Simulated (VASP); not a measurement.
# BN (F-43m) in VASP: further runs

The runs below take BN through single point, relaxation of cell and atoms, with PBE.

Everything below comes from runs of VASP 6.6.1. Logs are shortened: lines on timing, memory, paths and dates and some standing lists are left out, and cuts for length are marked.

**Measured values to compare with.**

A printed reference work, monograph reports, for a bulk crystal of BN at 300 K: band gap 6.4 eV (indirect).

The results are compared with them further down.

## 1. The cell of the first run

Symmetry: F-43m, No. 216, cubic system. Conventional cell: a = 3.625 Å, b = 3.625 Å, c = 3.625 Å, α = 90.00°, β = 90.00°, γ = 90.00°. B (site symmetry -43m) has 4 N at 1.57 Å within 2.1 Å. N (site symmetry -43m) has 4 B at 1.57 Å within 2.1 Å.

## 2. Single point, PBE

INCAR

```
ALGO = Normal ; EDIFF = 1E-6
ENCUT = 600 ; GGA = PE
GGA_COMPAT = False ; ISIF = 2
ISMEAR = 0 ; LASPH = True
LCHARG = False ; LREAL = False
LWAVE = False ; NBANDS = 11
NELM = 120 ; PREC = Accurate
SIGMA = 0.02
```

KPOINTS

```
k-points
0
Gamma
  12 12 12
```

POSCAR

```
BN
1.0
    0.0000000000      1.8122589017      1.8122589017
    1.8122589017      0.0000000000      1.8122589017
    1.8122589017      1.8122589017      0.0000000000
B N
1 1
Direct
    0.0000000000      0.0000000000      0.0000000000
    0.7500000000      0.7500000000      0.7500000000
```

Potentials or basis: VASP PAW PBE potentials, release 64 (B, N).

Command:

```sh
$ cat potpaw_PBE.64/B/POTCAR potpaw_PBE.64/N/POTCAR > POTCAR
$ mpirun -np 1 vasp_std > vasp.out
```

OUTCAR:

```text
EDIFF = 1E-6
   ENCUT = 600
   GGA = PE
   ISIF = 2
   ISMEAR = 0
   LASPH = True
   LREAL = False
   NELM = 120
   PREC = Accurate

 ion  position               nearest neighbor table
   1  0.000  0.000  0.000-   2 1.57   2 1.57   2 1.57   2 1.57
   2  0.750  0.750  0.750-   1 1.57   1 1.57   1 1.57   1 1.57

  LATTYP: Found a face centered cubic cell.
 ALAT       =     3.6245178034

  Lattice vectors:

 A1 = (   0.0000000000,   1.8122589017,   1.8122589017)
 A2 = (   1.8122589017,   0.0000000000,   1.8122589017)
 A3 = (   1.8122589017,   1.8122589017,   0.0000000000)

Analysis of symmetry for initial positions (statically):
=====================================================================
 Subroutine PRICEL returns:
 Original cell was already a primitive cell.

 Routine SETGRP: Setting up the symmetry group for a
 face centered cubic supercell.

 Subroutine GETGRP returns: Found 24 space group operations
 (whereof 24 operations were pure point group operations)
 out of a pool of 48 trial point group operations.

The static configuration has the point symmetry T_d .

Analysis of symmetry for dynamics (positions and initial velocities):
=====================================================================
 Subroutine PRICEL returns:
 Original cell was already a primitive cell.

 Routine SETGRP: Setting up the symmetry group for a
 face centered cubic supercell.

 Subroutine GETGRP returns: Found 24 space group operations
 (whereof 24 operations were pure point group operations)
 out of a pool of 48 trial point group operations.

The dynamic configuration has the point symmetry T_d .

 Subroutine INISYM returns: Found 24 space group operations
 (whereof 24 operations are pure point group operations),
 and found     1 'primitive' translations

----------------------------------------------------------------------------------------

                                     Primitive cell

  volume of cell :      11.9039

  direct lattice vectors                    reciprocal lattice vectors
     0.000000000  1.812258902  1.812258902    -0.275898769  0.275898769  0.275898769
     1.812258902  0.000000000  1.812258902     0.275898769 -0.275898769  0.275898769
     1.812258902  1.812258902  0.000000000     0.275898769  0.275898769 -0.275898769

  length of vectors
     2.562921117  2.562921117  2.562921117     0.477870686  0.477870686  0.477870686

  position of ions in fractional coordinates (direct lattice)
     0.000000000  0.000000000  0.000000000
     0.750000000  0.750000000  0.750000000

  ion indices of the primitive-cell ions
   primitive index   ion index
                 1           1
                 2           2

----------------------------------------------------------------------------------------

 KPOINTS: k-points

Automatic generation of k-mesh.
 Grid dimensions read from file:
 generate k-points for:   12   12   12

 Generating k-lattice:

  Cartesian coordinates                     Fractional coordinates (reciprocal lattice)
    -0.022991564  0.022991564  0.022991564     0.083333333  0.000000000  0.000000000
     0.022991564 -0.022991564  0.022991564     0.000000000  0.083333333  0.000000000
     0.022991564  0.022991564 -0.022991564     0.000000000  0.000000000  0.083333333

  Length of vectors
     0.039822557  0.039822557  0.039822557

  Shift w.r.t. Gamma in fractional coordinates (k-lattice)
     0.000000000  0.000000000  0.000000000

 Subroutine IBZKPT returns following result:
 ===========================================

 Found     72 irreducible k-points:

 Following reciprocal coordinates:
            Coordinates               Weight
  0.000000  0.000000  0.000000      1.000000
  0.083333  0.000000  0.000000      8.000000
  0.166667  0.000000  0.000000      8.000000
  0.250000  0.000000  0.000000      8.000000
  0.333333  0.000000  0.000000      8.000000
  0.416667  0.000000  0.000000      8.000000
[... 16 lines left out ...]
  0.500000  0.166667  0.000000     24.000000
 -0.416667  0.166667  0.000000     24.000000
 [... further k-points ...]
   k-points           NKPTS =     72   k-points in BZ     NKDIM =     72   number of bands    NBANDS=     11
   number of dos      NEDOS =    301   number of ions     NIONS =      2
   total plane-waves  NPLWV =   8000
   dimension x,y,z NGX =    20 NGY =   20 NGZ =   20
   dimension x,y,z NGXF=    40 NGYF=   40 NGZF=   40
   ions per type =               1   1
   NGX,Y,Z   is equivalent  to a cutoff of  12.97, 12.97, 12.97 a.u.
   NGXF,Y,Z  is equivalent  to a cutoff of  25.95, 25.95, 25.95 a.u.
 SYSTEM =  unknown system
   PREC   = accura    normal or accurate (medium, high low for compatibility)
   ISTART =      0    job   : 0-new  1-cont  2-samecut
   ICHARG =      2    charge: 1-file 2-atom 10-const
   ISPIN  =      1    spin polarized calculation?
   LNONCOLLINEAR =      F non collinear calculations
   LSORBIT =      F    spin-orbit coupling
   LASPH  =      T    aspherical Exc in radial PAW
   ENCUT  =  600.0 eV  44.10 Ry    6.64 a.u.   5.12  5.12  5.12*2*pi/ulx,y,z
   NELM   =    120;   NELMIN=  2; NELMDL= -5     # of ELM steps
   EDIFF  = 0.1E-05   stopping-criterion for ELM
   LREAL  =      F    real-space projection
   EDIFFG = 0.1E-04   stopping-criterion for IOM
   NSW    =      0    number of steps for IOM
   IBRION =     -1    ionic relax: 0-MD 1-quasi-New 2-CG
   NFREE  =      0    steps in history (QN), initial steepest desc. (CG)
   ISIF   =      2    stress and relaxation
   ISYM   =      2    0-nonsym 1-usesym 2-fastsym
   POTIM  = 0.5000    time-step for ionic-motion
   TEBEG  =    0.0;   TEEND  =   0.0 temperature during run
   PSTRESS=    0.0 pullay stress
   NELECT =       8.0000    total number of electrons
   NUPDOWN=      -1.0000    fix difference up-down
   EMIN   =  10.00;   EMAX   =-10.00  energy-range for DOS
   EFERMI =   0.00;   METHOD = LEGACY
   ISMEAR =     0;   SIGMA  =   0.02  broadening in eV -4-tet -1-fermi 0-gaus
   EFERMI_NEDOS =   21; number of points for ismear=-14 and -15
   IALGO  =     38    algorithm
   IMIX   =      4    mixing-type and parameters
     AMIX     =   0.40;   BMIX     =  1.00
     AMIX_MAG =   1.60;   BMIX_MAG =  1.00
  volume/ion in A,a.u.               =       5.95        40.17
  Fermi-wavevector in a.u.,A,eV,Ry     =   1.433974  2.709818 27.977404  2.056281
  Thomas-Fermi vector in A             =   2.553433
   LORBIT       =      0    0 simple, 1 ext, 2 COOP (PROOUT), +10 PAW based schemes
   GGA     = PE    functional components
   LHFCALC =     F    Hartree Fock is set to
   AEXX    =    0.0000 exact exchange contribution
   IVDW    =     0    specifies the selected vdW correction
   LEPSILON=     F    determine dielectric tensor
   LRPA    =     F    only Hartree local field effects (RPA)
 non-spin polarized calculation
 Gauss-broadening in eV      SIGMA  =   0.02
  energy-cutoff  :      600.00
  volume of cell :       11.90
 maximum number of plane-waves:       415
   NGX = 11   NGY = 11   NGZ = 11

 number of electron       7.9999999 magnetization

 Free energy of the ion-electron system (eV)
  ---------------------------------------------------
  ext. energy  EPLUGINS =         0.00000000
  ---------------------------------------------------
  free energy    TOTEN  =       -17.45462972 eV

  energy without entropy =      -17.45462972  energy(sigma->0) =      -17.45462972

 E-fermi :   7.4072     XC(G=0): -12.7833

 val. band max:        7.3056885620   @ k =   0.0000   0.0000   0.0000
 cond. band min:      11.7567814446   @ k =   0.5000   0.5000   0.0000
 fundamental gap:      4.4510928826
 Fermi energy:         7.4072476183

 k-point     1 :       0.0000    0.0000    0.0000
  band No.  band energies     occupation
      1     -12.8357      2.00000
      2       7.3057      2.00000
      3       7.3057      2.00000
      4       7.3057      2.00000
      5      16.0879      0.00000
      6      16.0879      0.00000
      7      16.0879      0.00000
      8      17.5277      0.00000
      9      31.9101      0.00000
     10      34.9761      0.00000
     11      34.9761      0.00000

 k-point     2 :       0.0833    0.0000    0.0000
  band No.  band energies     occupation
      1     -12.6677      2.00000
      2       6.3982      2.00000
      3       7.1266      2.00000
      4       7.1266      2.00000
      5      16.2862      0.00000
      6      16.3597      0.00000
      7      16.3597      0.00000
      8      18.0973      0.00000
      9      31.7237      0.00000
     10      32.7814      0.00000
     11      32.7814      0.00000

 k-point     3 :       0.1667    0.0000    0.0000
  band No.  band energies     occupation
      1     -12.1703      2.00000
      2       4.3101      2.00000
      3       6.6907      2.00000
      4       6.6907      2.00000
      5      16.5823      0.00000
      6      16.9917      0.00000
      7      16.9917      0.00000
      8      19.4334      0.00000
      9      31.1977      0.00000
     10      31.2350      0.00000
     11      31.2350      0.00000

 k-point     4 :       0.2500    0.0000    0.0000
  band No.  band energies     occupation
      1     -11.3671      2.00000
      2       1.8585      2.00000
      3       6.1869      2.00000
      4       6.1869      2.00000
      5      16.8698      0.00000
      6      17.5967      0.00000
      7      17.5967      0.00000
      8      20.7726      0.00000
      9      30.6557      0.00000
     10      30.8306      0.00000
     11      30.8306      0.00000
[... 239 lines left out ...]
 k-point    22 :       0.4167    0.1667    0.0000
  band No.  band energies     occupation
      1      -9.4331      2.00000
      2      -0.8190      2.00000
      3       4.1899      2.00000
      4       4.3748      2.00000
      5      15.7724      0.00000
      6      19.6309      0.00000
      7      20.1219      0.00000
      8      20.9906      0.00000
      9      27.6014      0.00000
     10      33.3850      0.00000
     11      35.5985      0.00000

 k-point    23 :       0.5000    0.1667    0.0000
  band No.  band energies     occupation
      1      -8.4779      2.00000
      2      -2.3592      2.00000
      3       3.6081      2.00000
      4       4.4467      2.00000
      5      16.1283      0.00000
      6      19.5611      0.00000
      7      19.8820      0.00000
      8      22.2841      0.00000
      9      27.9755      0.00000
     10      33.5572      0.00000
     11      34.8027      0.00000

 k-point    24 :      -0.4167    0.1667    0.0000
  band No.  band energies     occupation
      1      -8.2958      2.00000
      2      -2.6243      2.00000
      3       3.2091      2.00000
      4       4.7590      2.00000
      5      16.5789      0.00000
      6      19.4141      0.00000
      7      19.4894      0.00000
      8      22.8932      0.00000
      9      28.2622      0.00000
     10      32.5586      0.00000
     11      33.8277      0.00000

 [... further k-points ...]

------------------------ aborting loop because EDIFF is reached ----------------------------------------

  FORCE on cell =-STRESS in cart. coord.  units (eV):
  Direction    XX          YY          ZZ          XY          YZ          ZX
  --------------------------------------------------------------------------------------
  -------------------------------------------------------------------------------------
  Total        0.0015889      0.0015889      0.0015889      0.0000000      0.0000000      0.0000000
  in kB        0.2138523      0.2138523      0.2138523      0.0000000      0.0000000      0.0000000
  external PRESSURE =       0.2138523 kB  Pullay stress =       0.0000000 kB

 VOLUME and BASIS-vectors are now :
 -----------------------------------------------------------------------------
  energy-cutoff  :      600.00
  volume of cell :       11.90
      direct lattice vectors                 reciprocal lattice vectors
     0.000000000  1.812258902  1.812258902    -0.275898769  0.275898769  0.275898769
     1.812258902  0.000000000  1.812258902     0.275898769 -0.275898769  0.275898769
     1.812258902  1.812258902  0.000000000     0.275898769  0.275898769 -0.275898769

 POSITION                                       TOTAL-FORCE (eV/Angst)
 -----------------------------------------------------------------------------------
      0.00000      0.00000      0.00000        -0.000000     -0.000000     -0.000000
      2.71839      2.71839      2.71839         0.000000      0.000000      0.000000
 -----------------------------------------------------------------------------------
    total drift:                               -0.000000     -0.000000     -0.000000

  FREE ENERGIE OF THE ION-ELECTRON SYSTEM (eV)
  ---------------------------------------------------
  free  energy   TOTEN  =       -17.4546297185 eV

  energy  without entropy=      -17.4546297185  energy(sigma->0) =      -17.45462972
```

Run time: 17 s. Hardware: 1 thread of AMD EPYC 7R43 (Zen 3), shared host; peak memory 0.09 GiB.

Results:

| Property | Result |
| --- | --- |
| Free energy | -17.4546 eV |
| Pressure | 0.0 GPa |
| Band gap on the k mesh | 4.45 eV, indirect (least direct gap 8.78 eV) |

Levels at points of the mesh, in eV from the valence-band top:
| k point | band 2 | band 3 | band 4 | band 5 | band 6 | band 7 |
| --- | --- | --- | --- | --- | --- | --- |
| (0.00, 0.00, 0.00) | 0.00 | 0.00 | 0.00 | 8.78 | 8.78 | 8.78 |
| (0.50, 0.00, 0.00) | -10.62 | -1.93 | -1.93 | 10.04 | 10.66 | 10.66 |
| (0.50, 0.50, 0.00) | -8.86 | -4.87 | -4.87 | 4.45 | 9.19 | 17.80 |

## 3. Relaxation of cell and atoms, PBE

This run uses another cell than the first one, of 5.91 Å³/atom, 0.992 times its volume.

INCAR

```
SYSTEM = BN
  PREC = Accurate
  ENCUT = 600
  EDIFF = 1E-7
  ISMEAR = 0
  SIGMA = 0.1
  LREAL = .False.
  LASPH = .True.
  NELM = 120
  ALGO = Normal
  ISIF = 3
  LWAVE = .False.
  LCHARG = .False.
  GGA = PE
  IBRION = 2
  NSW = 60
  EDIFFG = -0.04
  GGA_COMPAT = .False.
  NELMIN = 4
```

KPOINTS

```
regular mesh
0
Gamma
  8 8 8
  0 0 0
```

POSCAR

```
BN
1.0
    0.0000000000      1.8075000000      1.8075000000
    1.8075000000      0.0000000000      1.8075000000
    1.8075000000      1.8075000000      0.0000000000
B N
1 1
Direct
    0.0000000000      0.0000000000      0.0000000000
    0.7500000000      0.7500000000      0.7500000000
```

Potentials or basis: VASP PAW PBE potentials, release 64 (B, N).

Command:

```sh
$ cat potpaw_PBE.64/B/POTCAR potpaw_PBE.64/N/POTCAR > POTCAR
$ mpirun -np 1 vasp_std > vasp.out
```

It took 13 s on 1 thread of AMD EPYC 7R43 (Zen 3), shared host; peak memory 0.08 GiB.

Results (log left out):

| Quantity | Value |
| --- | --- |
| Free energy | -17.4540 eV |
| Relaxed volume | 5.95 Å³/atom |
| Relaxed cell | a = 2.563 Å, b = 2.563 Å, c = 2.563 Å, α = 60.00°, β = 60.00°, γ = 60.00° |
| Space group after relaxing (to 0.05 Å) | F-43m (No. 216) |
| Energy gained by relaxing | 0.4 meV/atom |
| Ionic steps | 3 |
| Pressure after relaxing | 0.0 GPa |
| Band gap on the k mesh | 4.45 eV, indirect (least direct gap 8.78 eV) |

The path:
```csv
step,energy change (eV),largest force (eV/Å),pressure (GPa),volume (Å³)
1,0.0000,0.0000,3.01,11.81
2,0.0000,0.0000,-2.97,12.00
3,-0.0009,0.0000,0.01,11.90
```

Final structure:
```
CELL_PARAMETERS angstrom
0.00000 1.81229 1.81229
1.81229 0.00000 1.81229
1.81229 1.81229 0.00000
ATOMIC_POSITIONS crystal
B 0.00000 0.00000 0.00000
N 0.75000 0.75000 0.75000
```

Levels at points of the mesh, in eV from the valence-band top:
```
           k point  band 1  band 2  band 3  band 4  band 5  band 6  band 7  band 8
(0.00, 0.00, 0.00)  -20.14    0.00    0.00    0.00    8.78    8.78    8.78   10.22
(0.50, 0.00, 0.00)  -15.96  -10.62   -1.93   -1.93   10.04   10.66   10.66   15.18
(0.50, 0.50, 0.00)  -14.61   -8.86   -4.87   -4.87    4.45    9.19   17.80   17.80
```

A k mesh can miss the band edges. Expect the measured gap to be larger: semilocal functionals such as PBE lack the derivative discontinuity.

## 4. Relaxation of cell and atoms, PBE

Changes to INCAR since step 3:

```diff
@@ -5,3 +5,3 @@
   ISMEAR = 0
-  SIGMA = 0.1
+  SIGMA = 0.02
   LREAL = .False.
@@ -15,4 +15,4 @@
   IBRION = 2
-  NSW = 60
-  EDIFFG = -0.04
+  NSW = 70
+  EDIFFG = -0.02
   GGA_COMPAT = .False.
```

KPOINTS

```
regular mesh
0
Gamma
  12 12 12
  0 0 0
```

POSCAR

```
BN
1.0
    0.0000000000      1.8121622641      1.8121622641
    1.8121622641      0.0000000000      1.8121622641
    1.8121622641      1.8121622641      0.0000000000
B N
1 1
Direct
    0.0000000000      0.0000000000      0.0000000000
    0.7500000000      0.7500000000      0.7500000000
```

Command:

```sh
$ cat potpaw_PBE.64/B/POTCAR potpaw_PBE.64/N/POTCAR > POTCAR
$ mpirun -np 1 vasp_std > vasp.out
```

It took 13 s on 1 thread of AMD EPYC 7R43 (Zen 3), shared host; peak memory 0.09 GiB.

The run converged. Its results:

```yaml
Free_energy: -17.4546 eV
Pressure_after_relaxing: 0.1 GPa
Band_gap_on_the_k_mesh: 4.45 eV, indirect (least direct gap 8.78 eV)
```

Final structure:
```xyz
2
Lattice="0.0000 1.8122 1.8122 1.8122 0.0000 1.8122 1.8122 1.8122 0.0000" Properties=species:S:1:pos:R:3 pbc="T T T"
B     0.0000    0.0000    0.0000
N     2.7182    2.7182    2.7182
```

Levels at points of the mesh, in eV from the valence-band top:
```
           k point  band 2  band 3  band 4  band 5  band 6  band 7
(0.00, 0.00, 0.00)    0.00    0.00    0.00    8.78    8.78    8.78
(0.50, 0.00, 0.00)  -10.62   -1.93   -1.93   10.04   10.66   10.66
(0.50, 0.50, 0.00)   -8.87   -4.87   -4.87    4.45    9.19   17.80
```

Caveat: the relaxation stopped at its first step, so nothing moved.

## 5. Summary

| task | cell | k mesh | smearing | gap on the mesh (eV) | pressure (GPa) |
| --- | --- | --- | --- | --- | --- |
| single point | a = 2.563 Å, angles 60.0°, 2 atoms | 12 × 12 × 12 | gaussian 0.02 eV | 4.45 | 0.0 |
| relaxation of cell and atoms | relaxed from a = 2.556 Å, angles 60.0°, 2 atoms | 8 × 8 × 8 | gaussian 0.1 eV | 4.45 | 0.0 |
| relaxation of cell and atoms | relaxed from a = 2.563 Å, angles 60.0°, 2 atoms | 12 × 12 × 12 | gaussian 0.02 eV | 4.45 | 0.1 |

Alike in all rows: level PBE; potentials or basis VASP PAW PBE potentials, release 64 (B, N); no spin polarisation; cutoff (eV) 600.

Caveats: the relaxation stopped at its first step, so nothing moved (some runs).

Total energies depend on the potentials used, so only differences within one code and one set of settings carry meaning.

## 6. How close it comes

Step 2. Against the measured gap of BN, 6.4 eV (indirect; 300 K; a printed reference work, monograph), the calculated 4.45 eV is off by -1.95 eV. The value is that of PBE on a finite k mesh, which can miss the band edges, without temperature or zero-point motion. Semilocal functionals fall short of measured gaps as a rule.
